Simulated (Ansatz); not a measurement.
# Se (P3_121) in Ansatz: a run that goes wrong, beside a sound one

Two runs on Se: the first has a flaw, the second is sound.

All numbers are computed with Ansatz 0.2.0; they aren't measurements. Logs are shortened: lines on timing, memory, paths and dates and some standing lists are left out, and cuts for length are marked.

## (1) The crystal as given

Symmetry: P3_121, No. 152, trigonal system. The conventional cell has a = 4.366 Å, b = 4.366 Å, c = 4.954 Å, α = 90.00°, β = 90.00°, γ = 120.00°. Se (site symmetry 2) has 2 Se at 2.37 Å as nearest neighbours.

## (2) A run with an altered input

The input, input.yaml:

```yaml
crystal:
  lattice:
    - [4.3662, 0.0, 0.0]
    - [-2.1831, 3.781240118, 0.0]
    - [0.0, 0.0, 4.9536]
  atoms:
    - { symbol: Se, position: [0.7746, 0.7746, 0.0] }
    - { symbol: Se, position: [0.0, 0.2254, 0.6666666667] }
    - { symbol: Se, position: [0.2254, 0.0, 0.3333333333] }
hamiltonian:
  xc: pbe
  pseudopotentials: { kind: paw }
kpoints:
  mp_grid: { grid: [7, 7, 6] }
scf:
  occupations: { method: fermi_dirac, width: 0.05 }
  max_iter: 75
output:
  forces: true
  stress: true
  eigenvalues: true
relax:
  f_tol: 0.01
  max_steps: 40
  cell: { stress_tol: 0.05 }
total_charge: -4
```

Potentials or basis: Ansatz PAW.

Command:

```bash
$ ansatz run input.yaml --threads 2 --pin off --max-ram 5632MiB --backend cpu --events-out ev --progress --plain --runs-dir out
```

Log:

```text
Warning: RAYON_NUM_THREADS=2 ignored (pool sized by the plan → 2); use --threads N
The last accepted step is kept in <dir> (removed where the run ends without a failure and the disk answers)
Engine: ansatz 0.2.0, aarch64-unknown-linux-gnu
Pseudopotentials: kind: paw
Pseudopotential: Se, paw, valence charge 16, recommended cutoff 420 eV (normal), Se.paw.azcp
Functional definition: PBE
  parameter kappa = 0.804
  parameter beta = 0.06672455060314922
[... 188 lines left out ...]
Crystal: 3 atoms, lattice volume = 97.687 Å³
Basis set: ecut = 420 eV, 1891 PW (Γ), exchange–correlation on 72×72×54 points (8 copies of the dense FFT grid, shifted against one another)
iter 1 solved again at ethr=2.25e-5 eV; its pass at ethr=3.10e-3 eV (dr2=1.17e-2 eV) is discarded
SCF iter   1: F=—  HF=-16384.075204 eV  |F-HF|=—  |Δ(HF+E_count)|=         —  Δρ=3.57e-3  dr2=1.17e-2  ethr=2.25e-5  ⟨swp⟩=2.0  Hψ=6732  notcnv=0
preconditioner: auto → Kerker (q_TF=auto, 2.456 Å⁻¹)  [metal: Δε(μ)=0.010 eV  Ē_g=10.560 eV  σ=0.050 eV  W_gap=0.05  n_scr=26 (ndim 8)  ℏωp=17.6 eV  f_vac=0.000  D(μ)=4.36/eV (n_scr^D=44)]
SCF iter   2: F=—  HF=-16384.071336 eV  |F-HF|=—  |Δ(HF+E_count)|=   3.87e-3  Δρ=2.02e-3  dr2=3.95e-3  ethr=2.24e-5  ⟨swp⟩=2.7  Hψ=1804  notcnv=0
SCF iter   3: F=—  HF=-16384.069202 eV  |F-HF|=—  |Δ(HF+E_count)|=   2.13e-3  Δρ=3.70e-4  dr2=1.50e-4  ethr=7.59e-6  ⟨swp⟩=2.0  Hψ=2473  notcnv=0
SCF iter   4: F=—  HF=-16384.069082 eV  |F-HF|=—  |Δ(HF+E_count)|=   1.20e-4  Δρ=1.54e-4  dr2=8.52e-6  ethr=2.88e-7  ⟨swp⟩=2.0  Hψ=2326  notcnv=0
SCF iter   5: F=—  HF=-16384.069084 eV  |F-HF|=—  |Δ(HF+E_count)|=   2.18e-6  Δρ=2.06e-5  dr2=5.40e-7  ethr=1.64e-8  ⟨swp⟩=2.2  Hψ=1918  notcnv=0
```

It took 81 s on 2 threads of Arm Neoverse V2, shared host.

The run was cut off at its time limit. What is wrong with the input: a charge that the system can't hold (total_charge = -4).

## (3) Relaxation of cell and atoms, PBE

Changes to input.yaml since step 2:

```diff
@@ -16,3 +16,2 @@
   occupations: { method: fermi_dirac, width: 0.05 }
-  max_iter: 75
 output:
@@ -21,2 +20,6 @@
   eigenvalues: true
+  write_density: true
+  write_potential: true
+  elf: true
+  volumetric_format: npy
 relax:
@@ -25,2 +28 @@
   cell: { stress_tol: 0.05 }
-total_charge: -4
```

Potentials or basis: Ansatz PAW.

Command:

```bash
$ ansatz run input.yaml --threads 2 --pin off --max-ram 5632MiB --backend cpu --events-out ev --progress --plain --runs-dir out
```

Wall time 35 s (2 threads of Arm Neoverse V2, shared host); peak memory 0.38 GiB.

It converged, with:

| Item | Value |
| --- | --- |
| Free energy | -16407.2377 eV |
| Relaxed volume | 29.77 Å³/atom |
| Relaxed cell | a = 4.521 Å, b = 4.521 Å, c = 5.045 Å, α = 90.00°, β = 90.00°, γ = 120.00° |
| Space group after relaxing (to 0.05 Å) | P3_121 (No. 152) |
| Energy gained by relaxing | 12.7 meV/atom |
| Ionic steps | 7 |
| Pressure after relaxing | 0.0 GPa |
| Band gap on the k mesh | 1.20 eV, indirect (least direct gap 1.42 eV) |

The path:
```csv
step,energy change (eV),largest force (eV/Å),volume (Å³)
1,0.0000,0.4013,81.78
2,-0.0345,0.0077,89.26
3,-0.0374,0.0153,88.23
4,-0.0376,0.0096,88.31
5,-0.0378,0.0015,88.75
6,-0.0379,0.0003,89.32
7,-0.0382,0.0000,89.32
```

Final structure:
```yaml
crystal:
  lattice:
    - [4.52130, 0.00000, 0.00000]
    - [-2.26065, 3.91556, 0.00000]
    - [0.00000, 0.00000, 5.04519]
  atoms:
    - { symbol: Se, position: [0.78118, 0.78118, 0.00000] }
    - { symbol: Se, position: [0.00000, 0.21882, 0.66667] }
    - { symbol: Se, position: [0.21882, 0.00000, 0.33333] }
```

Levels at points of the mesh, in eV from the valence-band top:
```csv
k point,band 22,band 23,band 24,band 25,band 26,band 27
"(0.00, 0.00, 0.00)",-1.82,-1.82,-0.29,1.95,1.95,2.32
"(0.00, 0.00, -0.50)",-1.30,-1.30,-0.93,1.37,1.40,1.40
```

Caveat: odd divisions of the mesh miss points on the zone boundary, where band edges often lie, so the gap on the mesh can be too wide; the plane-wave basis is chosen anew once the cell has moved, so the energies of steps on either side of that aren't comparable. A k mesh can miss the band edges.
